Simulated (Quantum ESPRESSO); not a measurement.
# AgCl (Fm-3m): modes at Γ and the response to a field, part 2 of 2

Aim: the zone-centre modes of AgCl (Fm-3m).

Quantum ESPRESSO 7.5; DFT LDA, scalar-relativistic, plane waves, PseudoDojo norm-conserving pseudopotentials.

So far. Step 2 (A first look): A gap of 0.61 eV opens on this mesh, so the crystal is taken as an insulator; the start stands at -5.5 GPa. Step 4 (Ground state): The cell stands at -0.014 GPa, close enough for phonons. The relaxed cell has a = 5.354 Å (conventional setting).

## 5. Zone-centre response

At q = 0 one unit cell holds all displacements; symmetry groups them into irreducible representations that are solved one by one. The response to a field gives ε∞ and the Born charges, which polar modes need.

ph.in

```
phonons
 &inputph
    prefix='x',
    outdir='./tmp',
    fildyn='g.dyn',
    tr2_ph=1.0d-18,
    epsil=.true.,
 /
0.000000000000 0.000000000000 0.000000000000
```

The run is started by

```
OMP_NUM_THREADS=1 mpirun -n 4 ph.x -nk 4 -in ph.in > ph.out
```

Log:

```text
[banners, grids, parts of the stress and lines that vanish by symmetry left out]
[banner, memory and clock lines left out]
Program PHONON v.7.5

     ./tmp/x.save/

     IMPORTANT: XC functional enforced from input :
     Exchange-correlation= PW
                           (   1   4   0   0   0   0   0)
     Any further DFT definition will be discarded
     Please, verify this is what you really want

     G-vector sticks info

     Reading collected, re-writing distributed wavefunctions in ./tmp/

     Number and degeneracy of irreps per q-point
       N         xq(1)         xq(2)         xq(3)   N irreps
       1   0.000000000   0.000000000   0.000000000       2
        3   3

     Calculation of q =    0.0000000   0.0000000   0.0000000

     phonons

     bravais-lattice index     =            0
     lattice parameter (alat)  =       7.1548  a.u.
     unit-cell volume          =     258.9874 (a.u.)^3
     number of atoms/cell      =            2
     number of atomic types    =            2
     kinetic-energy cut-off    =      86.0000  Ry
     charge density cut-off    =     344.0000  Ry
     convergence threshold     =      1.0E-18
     beta                      =       0.7000
     number of iterations used =            4
     Exchange-correlation= PW
                           (   1   4   0   0   0   0   0)

     celldm(1)=    7.15481  celldm(2)=    0.00000  celldm(3)=    0.00000
     celldm(4)=    0.00000  celldm(5)=    0.00000  celldm(6)=    0.00000

     crystal axes: (cart. coord. in units of alat)
               a(1) = (  0.0000  0.7071  0.7071 )
               a(2) = (  0.7071  0.0000  0.7071 )
               a(3) = (  0.7071  0.7071  0.0000 )

     reciprocal axes: (cart. coord. in units 2 pi/alat)
               b(1) = ( -0.7071  0.7071  0.7071 )
               b(2) = (  0.7071 -0.7071  0.7071 )
               b(3) = (  0.7071  0.7071 -0.7071 )

     Atoms inside the unit cell:

     Cartesian axes

     site n.  atom      mass           positions (alat units)
        1  Ag    107.8682   tau(    1) = (    0.00000    0.00000    0.00000  )
        2  Cl     35.4500   tau(    2) = (    0.70711    0.70711    0.70711  )

     Computing dynamical matrix for
                    q = (   0.0000000   0.0000000   0.0000000 )

     49 Sym.Ops. (with q -> -q+G )

     G cutoff =  446.0612  (  27941 G-vectors)     FFT grid: ( 45, 45, 45)
     number of k points=    29
                       cart. coord. in units 2pi/alat
        k(    1) = (   0.0000000   0.0000000   0.0000000), wk =   0.0039062
        k(    2) = (   0.0883883   0.0883883  -0.0883883), wk =   0.0312500
        k(    3) = (   0.1767767   0.1767767  -0.1767767), wk =   0.0312500
        [... further k-points left out ...]

     PseudoPot. # 1 for Ag read from file:
     ./pseudo/Ag.upf
     Pseudo is Norm-conserving + core correction, Zval = 19.0
     Using radial grid of 1484 points,  6 beta functions with:
                l(1) =   0
                l(2) =   0
                l(3) =   1
                l(4) =   1
                l(5) =   2
                l(6) =   2

     PseudoPot. # 2 for Cl read from file:
     ./pseudo/Cl.upf
     Pseudo is Norm-conserving + core correction, Zval =  7.0
     Using radial grid of 1016 points,  6 beta functions with:
                l(1) =   0
                l(2) =   0
                l(3) =   1
                l(4) =   1
                l(5) =   2
                l(6) =   2

     Mode symmetry, O_h (m-3m)  point group:

     Electric field:
     Dielectric constant
     Born effective charges as d Force / d E

     Atomic displacements:
     There are    2 irreducible representations

     Representation     1      3 modes -  To be done

     Representation     2      3 modes -  To be done

     Alpha used in Ewald sum =   2.8000

     Electric Fields Calculation

      iter #   1   av.it.:   8.7
      thresh= 1.000E-02 alpha_mix =  0.700 |ddv_scf|^2 =  7.097E-08

      iter #   2   av.it.:  16.4
      thresh= 2.664E-05 alpha_mix =  0.700 |ddv_scf|^2 =  6.778E-09

      iter #   3   av.it.:  16.0
      thresh= 8.233E-06 alpha_mix =  0.700 |ddv_scf|^2 =  1.845E-10

      iter #   4   av.it.:  16.0
      thresh= 1.358E-06 alpha_mix =  0.700 |ddv_scf|^2 =  5.269E-12

      iter #   5   av.it.:  16.4
      thresh= 2.295E-07 alpha_mix =  0.700 |ddv_scf|^2 =  8.084E-14

      iter #   6   av.it.:  15.8
      thresh= 2.843E-08 alpha_mix =  0.700 |ddv_scf|^2 =  3.902E-15

      iter #   7   av.it.:  15.8
      thresh= 6.247E-09 alpha_mix =  0.700 |ddv_scf|^2 =  2.675E-18

      iter #   8   av.it.:  16.6
      thresh= 1.636E-10 alpha_mix =  0.700 |ddv_scf|^2 =  1.093E-19

     End of electric fields calculation

          Dielectric constant in cartesian axis

          (       5.877301079      -0.000000000      -0.000000000 )
          (      -0.000000000       5.877301079      -0.000000000 )
          (      -0.000000000      -0.000000000       5.877301079 )

          Effective charges (d Force / dE) in cartesian axis without acoustic sum rule applied (asr)

           atom    1  Ag    Mean Z*:        1.41566
      Ex  (        1.41566        0.00000       -0.00000 )
      Ey  (        0.00000        1.41566       -0.00000 )
      Ez  (       -0.00000       -0.00000        1.41566 )
           atom    2  Cl    Mean Z*:       -1.41991
      Ex  (       -1.41991        0.00000        0.00000 )
      Ey  (        0.00000       -1.41991        0.00000 )
      Ez  (        0.00000        0.00000       -1.41991 )

          Effective charges Sum: Mean:       -0.00425
             -0.00425        0.00000        0.00000
              0.00000       -0.00425        0.00000
             -0.00000        0.00000       -0.00425

          Effective charges (d Force / dE) in cartesian axis with asr applied:
           atom    1  Ag    Mean Z*:        1.41779
      E*x (        1.41779        0.00000       -0.00000 )
      E*y (        0.00000        1.41779       -0.00000 )
      E*z (       -0.00000       -0.00000        1.41779 )
           atom    2  Cl    Mean Z*:       -1.41779
      E*x (       -1.41779       -0.00000        0.00000 )
      E*y (       -0.00000       -1.41779        0.00000 )
      E*z (        0.00000        0.00000       -1.41779 )

     Representation #   1 modes #   1   2   3

     Self-consistent Calculation

      iter #   1   av.it.:   8.4
      thresh= 1.000E-02 alpha_mix =  0.700 |ddv_scf|^2 =  2.460E-07

      iter #   2   av.it.:  16.4
      thresh= 4.960E-05 alpha_mix =  0.700 |ddv_scf|^2 =  4.046E-08

      iter #   3   av.it.:  16.2
      thresh= 2.011E-05 alpha_mix =  0.700 |ddv_scf|^2 =  3.373E-10

      iter #   4   av.it.:  16.2
      thresh= 1.837E-06 alpha_mix =  0.700 |ddv_scf|^2 =  4.063E-12

      iter #   5   av.it.:  16.6
      thresh= 2.016E-07 alpha_mix =  0.700 |ddv_scf|^2 =  1.883E-13

      iter #   6   av.it.:  16.4
      thresh= 4.340E-08 alpha_mix =  0.700 |ddv_scf|^2 =  2.778E-16

[...]
End of self-consistent calculation

     Convergence has been achieved

     Representation #   2 modes #   4   5   6

     Self-consistent Calculation

[...]
iter #   2   av.it.:  17.2
      thresh= 2.490E-04 alpha_mix =  0.700 |ddv_scf|^2 =  9.104E-07

      iter #   3   av.it.:  16.8
      thresh= 9.542E-05 alpha_mix =  0.700 |ddv_scf|^2 =  4.035E-09

      iter #   4   av.it.:  17.1
      thresh= 6.352E-06 alpha_mix =  0.700 |ddv_scf|^2 =  1.721E-10

      iter #   5   av.it.:  17.4
      thresh= 1.312E-06 alpha_mix =  0.700 |ddv_scf|^2 =  2.276E-13

      iter #   6   av.it.:  17.3
      thresh= 4.771E-08 alpha_mix =  0.700 |ddv_scf|^2 =  5.150E-15

      iter #   7   av.it.:  17.2
      thresh= 7.177E-09 alpha_mix =  0.700 |ddv_scf|^2 =  1.869E-17

      iter #   8   av.it.:  17.0
      thresh= 4.323E-10 alpha_mix =  0.700 |ddv_scf|^2 =  9.319E-19

     End of self-consistent calculation

     Convergence has been achieved

     Number of q in the star =    1
     List of q in the star:
          1   0.000000000   0.000000000   0.000000000

          Dielectric constant in cartesian axis

          (       5.877301079      -0.000000000      -0.000000000 )
          (      -0.000000000       5.877301079      -0.000000000 )
          (      -0.000000000      -0.000000000       5.877301079 )

          Effective charges (d Force / dE) in cartesian axis without acoustic sum rule applied (asr)

           atom    1  Ag    Mean Z*:        1.41566
      Ex  (        1.41566        0.00000       -0.00000 )
      Ey  (        0.00000        1.41566       -0.00000 )
      Ez  (       -0.00000       -0.00000        1.41566 )
           atom    2  Cl    Mean Z*:       -1.41991
      Ex  (       -1.41991        0.00000        0.00000 )
      Ey  (        0.00000       -1.41991        0.00000 )
      Ez  (        0.00000        0.00000       -1.41991 )

          Effective charges Sum: Mean:       -0.00425
             -0.00425        0.00000        0.00000
              0.00000       -0.00425        0.00000
             -0.00000        0.00000       -0.00425

          Effective charges (d Force / dE) in cartesian axis with asr applied:
           atom    1  Ag    Mean Z*:        1.41779
      E*x (        1.41779        0.00000       -0.00000 )
      E*y (        0.00000        1.41779       -0.00000 )
      E*z (       -0.00000       -0.00000        1.41779 )
           atom    2  Cl    Mean Z*:       -1.41779
      E*x (       -1.41779       -0.00000        0.00000 )
      E*y (       -0.00000       -1.41779        0.00000 )
      E*z (        0.00000        0.00000       -1.41779 )

     Diagonalizing the dynamical matrix

     q = (    0.000000000   0.000000000   0.000000000 )

 **************************************************************************
     freq (    1) =      -0.041801 [THz] =      -1.394338 [cm-1]
     freq (    2) =      -0.041801 [THz] =      -1.394338 [cm-1]
     freq (    3) =      -0.041801 [THz] =      -1.394338 [cm-1]
     freq (    4) =       3.906544 [THz] =     130.308268 [cm-1]
     freq (    5) =       3.906544 [THz] =     130.308268 [cm-1]
     freq (    6) =       3.906544 [THz] =     130.308268 [cm-1]
 **************************************************************************

     Mode symmetry, O_h (m-3m)  point group:

     freq (   1-   3) =         -1.4  [cm-1]   --> T_1u G_15  G_4- I
     freq (   4-   6) =        130.3  [cm-1]   --> T_1u G_15  G_4- I
```

Run time: 2.9 min. Hardware: 4 MPI ranks of Intel Xeon Platinum 8488C (Sapphire Rapids), shared host.

Read from the output:

- miss of the charge sum rule: 0.004250 e
- largest acoustic frequency at the zone centre before the sum rule: -1.39 cm⁻¹
- highest optical zone-centre mode (no LO-TO term): 130.3 cm⁻¹
- lowest optical zone-centre mode: 130.3 cm⁻¹
- mean high-frequency dielectric constant: 5.877
- largest Born charge in size (third of the trace): 1.420 e

Born charge (rows field, columns displacement), before the sum rule (e), principal values of the symmetric part by kind of site:

```csv
atom,atoms with these values,low,middle,high,mean
Ag1,1,1.42,1.42,1.42,1.42
Cl2,1,-1.42,-1.42,-1.42,-1.42
```

In full for Ag1:

```
1.42 0.00 0.00
0.00 1.42 0.00
0.00 0.00 1.42
```

High-frequency dielectric tensor:

```
5.88 0.00 0.00
0.00 5.88 0.00
0.00 0.00 5.88
```

The acoustic modes at Γ come out as far as 1.4 cm⁻¹ from zero, where they should vanish, a small numerical error; the Born charges miss their sum rule by 0.0043 e, which is good.

## 6. Zone-centre analysis

A rigid shift of the crystal must cost nothing, but grids and finite bases break this; the acoustic sum rule is imposed before the matrix is diagonalised again. With Born charges the intensities follow, and the static dielectric tensor.

dynmat.in

```
 &input
    fildyn='g.dyn',
    asr='simple',
    fileig='dynmat.eig',
    lperm=.true.,
 /
```

The run is started by

```
dynmat.x -in dynmat.in > dynmat.out
```

Log:

```text
[banner, memory and clock lines left out]
Program DYNMAT v.7.5

     Reading Dynamical Matrix from file g.dyn
     ...Force constants read
     ...epsilon and Z* read
     A direction for q was not specified:TO-LO splitting will be absent

     Polarizability (A^3 units)
     multiply by 0.380841 for Clausius-Mossotti correction
        14.895384   -0.000000   -0.000000
        -0.000000   14.895384   -0.000000
        -0.000000   -0.000000   14.895384

     IR activities are in (D/A)^2/amu units

# mode   [cm-1]    [THz]      IR
    1      0.00    0.0000    0.0000
    2      0.00    0.0000    0.0000
    3      0.00    0.0000    0.0000
    4    130.32    3.9070    1.7381
    5    130.32    3.9070    1.7381
    6    130.32    3.9070    1.7381

Electronic dielectric permittivity tensor (relative, adimensional)
         5.877301   -0.000000   -0.000000
        -0.000000    5.877301   -0.000000
        -0.000000   -0.000000    5.877301

 ... with zone-center polar mode contributions
        11.564687    0.000000    0.000000
         0.000000   11.564687    0.000000
         0.000000    0.000000   11.564687
```

Elapsed: 0.58 s, on 1 thread.

Read from the output:

```
mean static dielectric constant : 11.56
```

Unit eigenvectors of the mass-weighted matrix after the sum rule; no LO-TO term. Modes at Γ, with each element's share of the kinetic energy:

```csv
mode,frequency (cm⁻¹),symmetry,Ag %,Cl %
1,0.0,acoustic,75,25
2,0.0,acoustic,75,25
3,0.0,acoustic,75,25
4,130.3,T1u,25,75
5,130.3,T1u,25,75
6,130.3,T1u,25,75
```

Displacements in mode 5 (130.3 cm⁻¹), the largest set to 1:
```
Ag1  0.00  0.00 -0.33
Cl2  0.00  0.00  1.00
```

Degenerate modes summed, no LO-TO term. Lines of the infrared spectrum (strongest = 100):

| position (cm⁻¹) | lines merged | label | IR intensity, relative |
| --- | --- | --- | --- |
| 130 | 3 | T1u | 100 |

Static dielectric tensor (ions relaxed, fixed cell):

```
11.56  0.00  0.00
 0.00 11.56  0.00
 0.00  0.00 11.56
```

The rule moves no optical mode by more than 0.1 cm⁻¹.

## 7. Modes along a direction of q (1 0 0)

A longitudinal polar mode sets up a macroscopic field that stiffens it; the term hangs on the direction from which q goes to zero.

dynmat.in

```
 &input
    fildyn='g.dyn',
    asr='simple',
    fileig='dynmat.eig',
    q(1)=1.0,
    q(2)=0.0,
    q(3)=0.0,
 /
```

The run is started by

```
dynmat.x -in dynmat.in > dynmat.out
```

Log:

```text
[banner, memory and clock lines left out]
Program DYNMAT v.7.5

     Reading Dynamical Matrix from file g.dyn
     ...Force constants read
     ...epsilon and Z* read

     Polarizability (A^3 units)
     multiply by 0.380841 for Clausius-Mossotti correction
        14.895384   -0.000000   -0.000000
        -0.000000   14.895384   -0.000000
        -0.000000   -0.000000   14.895384

     IR activities are in (D/A)^2/amu units

# mode   [cm-1]    [THz]      IR
    1     -0.00   -0.0000    0.0000
    2      0.00    0.0000    0.0000
    3      0.00    0.0000    0.0000
    4    130.32    3.9070    1.7381
    5    130.32    3.9070    1.7381
    6    182.81    5.4805    1.7381
```

It took 0.58 s on 1 thread.

This step gave:

* highest mode moved by the LO-TO term: 182.8 cm⁻¹

Zone-centre frequencies as printed; negative means imaginary. Modes:

```csv
mode,frequency (cm⁻¹)
1,0
2,0
3,0
4,130.3
5,130.3
6,182.8
```

The field moves one mode, from 130 to 183 cm⁻¹; the others stay.

## 8. What came out

| Item | Value |
| --- | --- |
| space group after relaxation | Fm-3m |
| volume per atom | 19.2 Å³ |
| gap on the k-mesh | 0.627 eV |
| highest optical zone-centre mode (no LO-TO term) | 130.3 cm⁻¹ |
| highest mode moved by the LO-TO term (probably not converged in the k mesh) | 182.8 cm⁻¹ |
| mean high-frequency dielectric constant (probably not converged in the k mesh) | 5.88 |
| largest Born charge in size (third of the trace) (probably not converged in the k mesh) | 1.42 e |
| mean static dielectric constant (probably not converged in the k mesh) | 11.6 |
| imaginary optical modes at the zone centre (no q mesh in this session) | none |

**Reading.** At the LDA level the optical modes of AgCl (Fm-3m) at the zone centre (no LO-TO term) lie at 130 cm⁻¹. Along the directions run, the highest mode that the macroscopic field moves lies at 183 cm⁻¹. Lattice motion raises the mean dielectric constant from 5.877 to 11.56. ε∞, the Born charges and what follows from them are probably not converged in the k mesh. The Lyddane-Sachs-Teller relation holds: (ωLO/ωTO)² is 1.97 and ε₀/ε∞ is 1.97. Left out of this account: PBE with PseudoDojo NC, since it is gradient-corrected and no frozen-mode check or second program bears its response out; PBEsol with PseudoDojo NC, since it is gradient-corrected and no frozen-mode check or second program bears its response out. What is said of the levels holds for those shown. These are harmonic frequencies at zero temperature: anharmonic shifts and linewidths and thermal expansion are left out. The structure comes from a database and need not be the phase that is stable at ambient conditions.

[Host names and launcher messages were left out of these logs when they were recorded.]

[Logs are printed without paths, hosts, clocks, repeated set-up lines and the standing remarks that a program may print on its own settings, such as how far it seeks lower states.]

[Hosts, paths, dates, database ids (printed as entryN), source tags and the programs' standing remarks are cut or masked in the printed files.]
